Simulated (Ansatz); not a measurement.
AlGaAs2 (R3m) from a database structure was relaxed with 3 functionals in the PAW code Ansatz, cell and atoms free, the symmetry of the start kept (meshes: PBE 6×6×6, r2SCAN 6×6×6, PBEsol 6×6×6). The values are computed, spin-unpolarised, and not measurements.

The r2SCAN result:
```
CELL_PARAMETERS angstrom
2.00657 1.15849 6.54619
-2.00657 1.15849 6.54619
0.00000 -2.31699 6.54619
ATOMIC_POSITIONS crystal
Al 0.99967 0.99967 0.99967
Ga 0.50019 0.50019 0.50019
As 0.12486 0.12486 0.12486
As 0.62528 0.62528 0.62528
```

The symmetry is R3m (No. 160, trigonal); conventional cell a = 4.013 Å, c = 19.639 Å, 22.83 Å³ an atom. Around Al lie 4 As at 2.45–2.46 Å; around Ga lie 4 As at 2.46 Å; around As lie 1 Al at 2.46 Å and 3 Ga at 2.46 Å; around As lie 3 Al at 2.45 Å and 1 Ga at 2.46 Å.

Problem. How does the cell change with PBE?

Solution. a = 4.058 Å, c = 19.851 Å; the volume differs by +3.4 % from r2SCAN's. Al has 4 As at 2.48 Å; Ga has 4 As at 2.49 Å; As has 1 Al at 2.48 Å and 3 Ga at 2.49 Å (further sites aren't listed).

Problem. What lattice does PBEsol give?

Solution. a = 4.010 Å, c = 19.612 Å; the volume differs by -0.3 % from r2SCAN's. Al is surrounded by 4 As at 2.45–2.46 Å; Ga is surrounded by 4 As at 2.45–2.46 Å; As is surrounded by 3 Ga at 2.46 Å and 1 Al at 2.46 Å (further sites aren't listed).

Problem. Held at the r2SCAN cell, what mean stress does PBE find, and does its sign point to its own minimum?

Solution. Yes. PBE +2.32 GPa, and its relaxed volume is +3.4 % from r2SCAN's. Compression counts positive, so a positive stress asks for a larger cell.
